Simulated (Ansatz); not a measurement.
# BaS (Fm-3m) in Ansatz: further runs

The runs below take BaS through band structure, Born charges and dielectric tensor, with BLYP, LDA, PBE.

Everything below comes from runs of Ansatz 0.2.0. Logs are shortened: lines on timing, memory, paths and dates and some standing lists are left out, and cuts for length are marked.

**Measured values to compare with.**

A printed reference work, monograph, original work of 1988 reports, for a bulk crystal of BaS at 2 K: band gap 3.806 eV (indirect).

The results are compared with them further down.

### Step 1. Starting point

It takes space group Fm-3m (No. 225, cubic). The conventional cell has a = 6.388 Å, b = 6.388 Å, c = 6.388 Å, α = 90.00°, β = 90.00°, γ = 90.00°. Around Ba (site symmetry m-3m) lie 6 S at 3.19 Å. S (site symmetry m-3m) is surrounded by 6 Ba at 3.19 Å.

### Step 2. Band structure, BLYP

File input.yaml:

```yaml
crystal:
  lattice:
    - [0.0, 3.19375, 3.19375]
    - [3.19375, 0.0, 3.19375]
    - [3.19375, 3.19375, 0.0]
  atoms:
    - { symbol: Ba, position: [0.0, 0.0, 0.0] }
    - { symbol: S, position: [0.5, 0.5, 0.5] }
kpoints:
  mp_grid: { grid: [7, 7, 7] }
  band_path:
    path:
      - [0.0, 0.0, 0.0]
      - [0.5, 0.0, 0.5]
      - [0.5, 0.25, 0.75]
      - [0.375, 0.375, 0.75]
      - [0.0, 0.0, 0.0]
      - [0.5, 0.5, 0.5]
      - [0.625, 0.25, 0.625]
      - [0.5, 0.25, 0.75]
    npoints: 8
scf:
  occupations: { method: fermi_dirac, width: 0.05 }
hamiltonian:
  xc: blyp
  pseudopotentials: { kind: all_electron, lapw: { basis_error: 0.001 } }
output:
  forces: true
  stress: true
  eigenvalues: true
```

Potentials or basis: all-electron LAPW, scalar-relativistic.

The run is started by

```
> ansatz run input.yaml --threads 1 --pin off --max-ram 3072MiB --backend cpu --events-out ev --progress --plain --runs-dir out
```

Standard output:

```text
Warning: RAYON_NUM_THREADS=1 ignored (pool sized by the plan → 1); use --threads N
LAPW: plane waves up to 5.979 Å⁻¹, error target 1.0e-3 eV per atom; small_component_spin mean_spin; S in spheres of 1.522 Å, 14 of its electrons in bands, Dirac shells []; Ba in spheres of 1.672 Å, 28 of its electrons in bands, Dirac shells [] (how accurate: hamiltonian.pseudopotentials.lapw.basis_error, Limitations)
Engine: ansatz 0.2.0, aarch64-unknown-linux-gnu
Pseudopotentials: kind: all_electron
Pseudopotential: Ba, LAPW, valence charge 28, lapw/all_electron/scalar/gaussian/Ba, Koelling and Harmon's equation, gaussian nucleus
Pseudopotential: S, LAPW, valence charge 14, lapw/all_electron/scalar/gaussian/S, Koelling and Harmon's equation, gaussian nucleus
Functional definition: BLYP
  parameter beta = 0.0042
  parameter a = 0.04918
  parameter b = 0.132
  parameter c = 0.2533
  parameter d = 0.349
  exchange = b88_x(beta = beta)
  correlation = lyp_c(a = a, b = b, c = c, d = d)
Crystal: 2 atoms, lattice volume = 65.153 Å³
Basis set: ecut = 136.20016911952862 eV, 259 PW (Γ), exchange–correlation at level 2
Bands: 26, of which v1, the nominal top of the filled ones, is band 21 counted from 1 (20 counted from 0)
Symmetry: 48 space group operations
Space group: Fm-3m (ITA 225), of the structure as read, at distance tolerance 4.0e-5 Å
k-points: 20 of 343
Non-local potential: Ba, projectors of the file, none
Non-local potential: S, projectors of the file, none
Initial density: superposition of atomic densities (chi_scale 0.1, normalization cell, long waves kept (reshape's long-wave potential 0.00 eV rms))
Initial wavefunctions: plane waves of lowest kinetic energy (no species holds an atomic orbital)
Functional: x = b88, c = lyp
iter 1 solved again at ethr=3.63e-3 eV; its pass at ethr=1.00e-1 eV (dr2=1.52e0 eV) is discarded
SCF iter   1: F=—  HF=-232263.422305 eV  |F-HF|=—  |Δ(HF+E_count)|=         —  Δρ=3.14e-2  dr2=1.52e0  ethr=3.63e-3  ⟨swp⟩=2.0  Hψ=3343  notcnv=0
preconditioner: auto → none  [insulator: Δε(μ)=3.580 eV  Ē_g=12.818 eV  σ=0.050 eV  W_gap=1.00  n_scr=14 (ndim 8)  ℏωp=17.2 eV  f_vac=0.000  D(μ)=0.00/eV (n_scr^D=0)  ε∞_Penn≈2.8]
iter 2 solved again at ethr=9.55e-5 eV; its pass at ethr=3.62e-3 eV (dr2=4.01e-2 eV) is discarded
SCF iter   2: F=—  HF=-232262.841629 eV  |F-HF|=—  |Δ(HF+E_count)|=   5.81e-1  Δρ=6.42e-3  dr2=4.02e-2  ethr=9.55e-5  ⟨swp⟩=2.0  Hψ=2863  notcnv=0
SCF iter   3: F=—  HF=-232262.762363 eV  |F-HF|=—  |Δ(HF+E_count)|=   7.93e-2  Δρ=5.26e-3  dr2=3.97e-2  ethr=9.55e-5  ⟨swp⟩=3.0  Hψ=1862  notcnv=0
SCF iter   4: F=—  HF=-232262.766923 eV  |F-HF|=—  |Δ(HF+E_count)|=         —  Δρ=7.23e-4  dr2=6.20e-4  ethr=9.45e-5  ⟨swp⟩=2.0  Hψ=1718  notcnv=0
the basis was enlarged: its passes take 140.2 KiB over the memory plan, 1 of 1 planned eigensolver slots
SCF iter   5: F=—  HF=-232262.767064 eV  |F-HF|=—  |Δ(HF+E_count)|=   1.41e-4  Δρ=1.33e-4  dr2=1.84e-5  ethr=1.48e-6  ⟨swp⟩=2.9  Hψ=1725  notcnv=0
SCF iter   6: F=—  HF=-232262.767136 eV  |F-HF|=—  |Δ(HF+E_count)|=   7.18e-5  Δρ=2.54e-5  dr2=7.15e-7  ethr=4.38e-8  ⟨swp⟩=3.0  Hψ=1752  notcnv=0
SCF iter   7: F=-232262.767137 eV  HF=-232262.767137 eV  |F-HF|=4.07e-8  |Δ(HF+E_count)|=   1.01e-6  Δρ=4.16e-6  dr2=1.25e-8  ethr=1.70e-9  ⟨swp⟩=3.0  Hψ=1742  notcnv=0
SCF 1 converged in 7 iterations: F = -232262.767137 eV  dr2 = 1.25e-8
NSCF: frozen V_eff on 57 k-points
SCF converged after 7 iterations
Free energy (F): -232262.767137 eV
Harris-Foulkes:  -232262.767137 eV  (|F-HF|=4.07e-8)
Internal energy: -232262.767137 eV  (E = F + TS)
E sigma→0 (E₀):  -232262.767137 eV
Fermi energy:    9.424405 eV
--- Per-component energies (eV) ---
  E_band       = -3417.770963
  E_kinetic    = 246831.681875
  E_xc         = -6117.724354
  E_electrostatic = -472976.724658  (all electrons and nuclei)
  E_smearing   = -0.000000  (= −TS)
  E_closure    = 0.000000  (closes the sum)
  E_atoms      = -232253.518787  (free atoms, spherical and without spin; not in F)
  Σ components = -232262.767137   (vs F -232262.767137, Δ=0.00e0)
  Basis errors (estimates in eV, not in F): energy 9.6e-4 per atom: plane waves 9.3e-4 (4.9e-4 summed), levels above the bands 5.3e-35, relativity 3.4e-8, radial functions 3.3e-5, core shells 1.6e-11; eigenvalues (radial functions only) 1.6e-5; not estimated: angular momenta, meshes, grids; target (lapw.basis_error) 1.0e-3; muffin-tin radii S 1.522 Å, Ba 1.672 Å
--- Forces (eV/Å), atoms counted from 1 ---
  atom   1  Ba    -0.00000000     0.00000000    -0.00000000
  atom   2  S      0.00000000    -0.00000000     0.00000000
  max |Σ_I F_I| component: 1.68e-30 eV/Å
--- Stress (GPa, compression-positive) ---
        3.040994       0.000000       0.000000
        0.000000       3.040994      -0.000000
        0.000000      -0.000000       3.040994
  P = ⅓ Tr σ = 3.0410 GPa (30.410 kbar)
--- Band table (eV; the first three rows and the last of 20) ---
  k-point 0: bands = ["-227.4975", "-194.6674", "-164.6528", "-164.6528", "-164.6528", "-139.6431", "-139.6431", "-139.6431", "-73.5154", "-73.5154", "-73.5154", "-73.5084", "-73.5084", "-17.8509", "-2.8642", "-2.8642", "-2.8642", "-2.0563", "8.2401", "8.2401", "8.2401", "12.0747", "12.2139", "12.2139", "12.2139", "13.1447"]
  k-point 1: bands = ["-227.4975", "-194.6674", "-164.6528", "-164.6528", "-164.6528", "-139.6431", "-139.6431", "-139.6431", "-73.5154", "-73.5154", "-73.5154", "-73.5084", "-73.5084", "-17.8428", "-3.2175", "-2.8714", "-2.8714", "-1.6874", "7.7737", "8.0014", "8.0014", "12.2312", "12.4961", "12.4961", "12.7949", "13.6851"]
  k-point 2: bands = ["-227.4975", "-194.6674", "-164.6528", "-164.6528", "-164.6528", "-139.6431", "-139.6431", "-139.6431", "-73.5154", "-73.5154", "-73.5154", "-73.5084", "-73.5084", "-17.8244", "-3.6769", "-2.8872", "-2.8872", "-1.1907", "6.9955", "7.5661", "7.5661", "12.5638", "13.2773", "13.2773", "14.1592", "14.9916"]
  k-point 19: bands = ["-227.4975", "-194.6674", "-164.6528", "-164.6528", "-164.6528", "-139.6431", "-139.6431", "-139.6431", "-73.5154", "-73.5154", "-73.5154", "-73.5084", "-73.5084", "-17.7951", "-3.4847", "-3.2160", "-3.0734", "-1.4104", "7.1832", "7.7354", "7.8161", "12.2624", "13.1256", "14.7044", "15.3261", "15.4310"]
```

It took 12 s on 1 thread of Arm Neoverse N1, shared host; peak memory 0.24 GiB.

Results:

```
Free energy             : -232262.7671 eV
Pressure                : 3.0 GPa
Band gap on the k mesh  : 2.35 eV, indirect (least direct gap 2.46 eV)
Band gap along the path : 2.30 eV, indirect (least direct gap 2.40 eV)
```

Levels at the corners of the path, in eV from the valence-band top:
| point | band 18 | band 19 | band 20 | band 21 | band 22 | band 23 | band 24 | band 25 |
| --- | --- | --- | --- | --- | --- | --- | --- | --- |
| Γ | -10.30 | 0.00 | 0.00 | 0.00 | 3.83 | 3.97 | 3.97 | 3.97 |
| X | -10.21 | -0.42 | -0.10 | -0.10 | 2.30 | 6.01 | 6.12 | 7.50 |
| W | -9.69 | -1.04 | -0.40 | -0.40 | 4.35 | 4.35 | 6.35 | 6.92 |
| K | -9.73 | -0.86 | -0.54 | -0.44 | 3.42 | 5.97 | 6.65 | 6.69 |
| Γ | -10.30 | 0.00 | 0.00 | 0.00 | 3.83 | 3.97 | 3.97 | 3.97 |
| L | -9.09 | -1.81 | -1.00 | -1.00 | 5.66 | 5.74 | 6.36 | 6.36 |
| U | -9.73 | -0.86 | -0.54 | -0.44 | 3.42 | 5.97 | 6.65 | 6.69 |
| W | -9.69 | -1.04 | -0.40 | -0.40 | 4.35 | 4.35 | 6.35 | 6.92 |

Caveat: spin-orbit coupling is left out, which moves the levels of the heavy elements.

### Step 3. Band structure, LDA, spin-orbit coupling, no magnetisation

Edit input.yaml of step 2 so:

```diff
@@ -9,3 +9,3 @@
 kpoints:
-  mp_grid: { grid: [7, 7, 7] }
+  mp_grid: { grid: [5, 5, 5] }
   band_path:
@@ -24,4 +24,7 @@
 hamiltonian:
-  xc: blyp
+  xc: lda
   pseudopotentials: { kind: all_electron, lapw: { basis_error: 0.001 } }
+magnetization:
+  noncollinear: true
+  spin_orbit: true
 output:
```

Potentials or basis: all-electron LAPW, relativistic spinors.

The run is started by

```
> ansatz run input.yaml --threads 1 --pin off --max-ram 3072MiB --backend cpu --events-out ev --progress --plain --runs-dir out
```

Standard output:

```text
Warning: RAYON_NUM_THREADS=1 ignored (pool sized by the plan → 1); use --threads N
LAPW: plane waves up to 5.979 Å⁻¹, error target 1.0e-3 eV per atom; Dirac's equation on spinors; S in spheres of 1.519 Å, 14 of its electrons in bands; Ba in spheres of 1.675 Å, 28 of its electrons in bands (how accurate: hamiltonian.pseudopotentials.lapw.basis_error, Limitations)
Engine: ansatz 0.2.0, aarch64-unknown-linux-gnu
Pseudopotentials: kind: all_electron
Pseudopotential: Ba, LAPW, valence charge 28, lapw/all_electron/dirac/gaussian/Ba, Dirac's equation, gaussian nucleus
Pseudopotential: S, LAPW, valence charge 14, lapw/all_electron/dirac/gaussian/S, Dirac's equation, gaussian nucleus
Functional definition: SPW92
  exchange = slater_x
  correlation = pw_c
non-collinear run that drives no moment, with spin-orbit: no starting moment large enough to seed its density (crystal.atoms[].spin), no starting occupations that ask for one, no magnetisation constraint and no magnetic field, so the semilocal B_xc is pinned to zero
Crystal: 2 atoms, lattice volume = 65.153 Å³
Basis set: ecut = 136.22299829992943 eV, 259 PW (Γ), exchange–correlation at level 2
Bands: 52, of which v1, the nominal top of the filled ones, is band 42 counted from 1 (41 counted from 0)
Symmetry: 48 space group operations + 48 with time reversal
Magnetic group: BNS 225.117 (UNI 1619), of the structure as read, at distance tolerance 4.0e-5 Å
k-points: 10 of 125
Non-local potential: Ba, projectors of the file, none
Non-local potential: S, projectors of the file, none
Initial density: superposition of atomic densities (chi_scale 0.1, normalization cell, long waves kept (reshape's long-wave potential 0.00 eV rms))
Initial wavefunctions: plane waves of lowest kinetic energy (no species holds an atomic orbital)
Functional: x = slater, c = lda
iter 1 solved again at ethr=2.72e-3 eV; its pass at ethr=1.00e-1 eV (dr2=1.14e0 eV) is discarded
SCF iter   1: F=—  HF=-232140.102348 eV  |F-HF|=—  |Δ(HF+E_count)|=         —  Δρ=2.70e-2  dr2=1.14e0  dr2_m=0.00e0 (ungated)  ethr=2.72e-3  |M|=0.00e0 ∫|m|=0.00e0 μB  β_m=0.30  ⟨swp⟩=2.2  Hψ=3320  notcnv=0
preconditioner: auto → none  [insulator: Δε(μ)=3.127 eV  Ē_g=12.563 eV  σ=0.050 eV  W_gap=1.00  n_scr=14 (ndim 8)  ℏωp=17.2 eV  f_vac=0.000  D(μ)=0.00/eV (n_scr^D=0)  ε∞_Penn≈2.9]
SCF iter   2: F=—  HF=-232139.648206 eV  |F-HF|=—  |Δ(HF+E_count)|=   4.54e-1  Δρ=1.10e-2  dr2=1.78e-1  dr2_m=0.00e0 (ungated)  ethr=2.72e-3  |M|=0.00e0 ∫|m|=0.00e0 μB  β_m=0.36  ⟨swp⟩=2.2  Hψ=1751  notcnv=0
SCF iter   3: F=—  HF=-232139.618621 eV  |F-HF|=—  |Δ(HF+E_count)|=   2.96e-2  Δρ=4.65e-3  dr2=2.83e-2  dr2_m=0.00e0 (ungated)  ethr=4.24e-4  |M|=0.00e0 ∫|m|=0.00e0 μB  β_m=0.56  ⟨swp⟩=2.0  Hψ=1744  notcnv=0
iter 4 solved again at ethr=5.33e-7 eV; its pass at ethr=6.74e-5 eV (dr2=2.24e-4 eV) is discarded
SCF iter   4: F=—  HF=-232139.615782 eV  |F-HF|=—  |Δ(HF+E_count)|=         —  Δρ=3.98e-4  dr2=2.24e-4  dr2_m=0.00e0 (ungated)  ethr=5.33e-7  |M|=0.00e0 ∫|m|=0.00e0 μB  β_m=0.61  ⟨swp⟩=2.0  Hψ=2751  notcnv=0
the basis was enlarged: its passes take 1.4 MiB over the memory plan, 1 of 1 planned eigensolver slots
SCF iter   5: F=—  HF=-232139.615791 eV  |F-HF|=—  |Δ(HF+E_count)|=   9.12e-6  Δρ=5.95e-5  dr2=3.23e-6  dr2_m=0.00e0 (ungated)  ethr=5.33e-7  |M|=0.00e0 ∫|m|=0.00e0 μB  β_m=0.66  ⟨swp⟩=2.0  Hψ=1680  notcnv=0
SCF iter   6: F=—  HF=-232139.615790 eV  |F-HF|=—  |Δ(HF+E_count)|=   1.31e-6  Δρ=1.07e-5  dr2=6.02e-8  dr2_m=0.00e0 (ungated)  ethr=7.68e-9  |M|=0.00e0 ∫|m|=0.00e0 μB  β_m=0.75  ⟨swp⟩=2.7  Hψ=1708  notcnv=0
SCF iter   7: F=-232139.615790 eV  HF=-232139.615790 eV  |F-HF|=4.42e-9  |Δ(HF+E_count)|=   4.54e-8  Δρ=1.41e-6  dr2=2.36e-9  dr2_m=0.00e0 (ungated)  ethr=1.43e-10  |M|=0.00e0 ∫|m|=0.00e0 μB  ⟨swp⟩=3.0  Hψ=1739  notcnv=0
SCF 1 converged in 7 iterations: F = -232139.615790 eV  dr2 = 2.36e-9
NSCF: frozen V_eff on 57 k-points
SCF converged after 7 iterations
Magnetization: |M| = 0.0000 μB,  M = (+0.0000, +0.0000, +0.0000) μB
Absolute magnetization: 0.0000 μB (∫|m|)
  site 0: m = (+0.0000, +0.0000, +0.0000) μB, |m| = 0.0000 μB  (R = 1.67 Å)
  site 1: m = (+0.0000, +0.0000, +0.0000) μB, |m| = 0.0000 μB  (R = 1.52 Å)
Free energy (F): -232139.615790 eV
Harris-Foulkes:  -232139.615790 eV  (|F-HF|=4.42e-9)
Internal energy: -232139.615790 eV  (E = F + TS)
E sigma→0 (E₀):  -232139.615790 eV
Fermi energy:    8.651393 eV
--- Per-component energies (eV) ---
  E_band       = -3438.850890
  E_kinetic    = 247033.620371
  E_xc         = -5892.005024
  E_electrostatic = -473281.231136  (all electrons and nuclei)
  E_smearing   = -0.000000  (= −TS)
  E_closure    = 0.000000  (closes the sum)
  E_atoms      = -232128.378221  (free atoms, spherical and without spin; not in F)
  Σ components = -232139.615790   (vs F -232139.615790, Δ=0.00e0)
  Basis errors (estimates in eV, not in F): energy 3.7e-4 per atom: plane waves 3.4e-4 (1.9e-4 summed), levels above the bands 1.3e-34, relativity 2.7e-9, radial functions 3.2e-5, core shells 2.9e-11; eigenvalues (radial functions only) 1.2e-5; not estimated: angular momenta, meshes, grids; target (lapw.basis_error) 1.0e-3; muffin-tin radii S 1.519 Å, Ba 1.675 Å
--- Forces (eV/Å), atoms counted from 1 ---
  atom   1  Ba    -0.00000000    -0.00000000    -0.00000000
  atom   2  S      0.00000000     0.00000000    -0.00000000
  max |Σ_I F_I| component: 1.09e-24 eV/Å
--- Stress (GPa, compression-positive) ---
       -2.471127      -0.000000      -0.000000
       -0.000000      -2.471127       0.000000
       -0.000000       0.000000      -2.471127
  P = ⅓ Tr σ = -2.4711 GPa (-24.711 kbar)
--- Band table (eV; the first three rows and the last of 10) ---
  k-point 0: bands = ["-227.3409", "-227.3409", "-194.5464", "-194.5464", "-175.6139", "-175.6139", "-160.1388", "-160.1388", "-160.1388", "-160.1388", "-141.0836", "-141.0836", "-139.8247", "-139.8247", "-139.8247", "-139.8247", "-75.4962", "-75.4962", "-75.4962", "-75.4962", "-72.8723", "-72.8723", "-72.8676", "-72.8676", "-72.8676", "-72.8676", "-18.3562", "-18.3562", "-4.8471", "-4.8471", "-2.7497", "-2.7497", "-2.7497", "-2.7497", "-2.6844", "-2.6844", "7.4820", "7.4820", "7.6264", "7.6264", "7.6264", "7.6264", "10.9637", "10.9637", "11.3647", "11.3647", "11.3647", "11.3647", "11.4298", "11.4298", "12.3759", "12.3759"]
  k-point 1: bands = ["-227.3409", "-227.3409", "-194.5464", "-194.5464", "-175.6139", "-175.6139", "-160.1388", "-160.1388", "-160.1388", "-160.1388", "-141.0836", "-141.0836", "-139.8247", "-139.8247", "-139.8247", "-139.8247", "-75.4962", "-75.4962", "-75.4962", "-75.4962", "-72.8723", "-72.8723", "-72.8676", "-72.8676", "-72.8676", "-72.8676", "-18.3404", "-18.3404", "-4.9738", "-4.9738", "-3.3715", "-3.3715", "-2.7649", "-2.7649", "-1.9198", "-1.9198", "6.7101", "6.7101", "7.1164", "7.1164", "7.1783", "7.1783", "11.4019", "11.4019", "11.9281", "11.9281", "11.9614", "11.9614", "12.3006", "12.3006", "13.3878", "13.3878"]
  k-point 2: bands = ["-227.3409", "-227.3409", "-194.5464", "-194.5464", "-175.6139", "-175.6139", "-160.1388", "-160.1388", "-160.1388", "-160.1388", "-141.0836", "-141.0836", "-139.8247", "-139.8247", "-139.8247", "-139.8247", "-75.4962", "-75.4962", "-75.4962", "-75.4962", "-72.8723", "-72.8723", "-72.8676", "-72.8676", "-72.8676", "-72.8676", "-18.3145", "-18.3145", "-5.1902", "-5.1902", "-3.6689", "-3.6689", "-2.7890", "-2.7890", "-1.3737", "-1.3737", "5.7732", "5.7732", "6.5998", "6.5998", "6.6371", "6.6371", "12.2494", "12.2494", "13.3446", "13.3446", "13.3837", "13.3837", "13.5436", "13.5436", "15.3451", "15.3451"]
  k-point 9: bands = ["-227.3409", "-227.3409", "-194.5464", "-194.5464", "-175.6139", "-175.6139", "-160.1388", "-160.1388", "-160.1388", "-160.1388", "-141.0836", "-141.0836", "-139.8247", "-139.8247", "-139.8247", "-139.8247", "-75.4962", "-75.4962", "-75.4962", "-75.4962", "-72.8723", "-72.8723", "-72.8676", "-72.8676", "-72.8676", "-72.8676", "-18.2997", "-18.2997", "-5.1276", "-5.1276", "-3.5285", "-3.5285", "-3.0412", "-3.0412", "-1.8568", "-1.8568", "6.4349", "6.4349", "6.8863", "6.8863", "7.1864", "7.1864", "11.1416", "11.1416", "12.6152", "12.6152", "13.6730", "13.6730", "14.5952", "14.5952", "14.9790", "14.9790"]
```

It took 71 s on 1 thread of Arm Neoverse N1, shared host; peak memory 0.34 GiB.

Results:

| Item | Value |
| --- | --- |
| Free energy | -232139.6158 eV |
| Pressure | -2.5 GPa |
| Band gap on the k mesh | 2.07 eV, indirect (least direct gap 2.17 eV) |
| Band gap along the path | 1.96 eV, indirect (least direct gap 2.03 eV) |

Levels at the corners of the path, in eV from the valence-band top:
```csv
point,band 38,band 39,band 40,band 41,band 42,band 43,band 44,band 45,band 46,band 47
Γ,-0.14,0.00,0.00,0.00,0.00,3.34,3.34,3.74,3.74,3.74
X,-0.54,-0.21,-0.21,-0.07,-0.07,1.96,1.96,5.88,5.88,5.92
W,-1.14,-0.57,-0.57,-0.42,-0.42,4.07,4.07,4.10,4.10,6.22
K,-0.99,-0.62,-0.62,-0.52,-0.52,3.12,3.12,5.71,5.71,6.48
Γ,-0.14,0.00,0.00,0.00,0.00,3.34,3.34,3.74,3.74,3.74
L,-1.99,-1.10,-1.10,-1.07,-1.07,5.27,5.27,5.44,5.44,6.22
U,-0.99,-0.62,-0.62,-0.52,-0.52,3.12,3.12,5.71,5.71,6.48
W,-1.14,-0.57,-0.57,-0.42,-0.42,4.07,4.07,4.10,4.10,6.22
```

Caveat: the mesh misses the band edges, which the band path finds closer together.

(Part 1 of 2 ends here.)
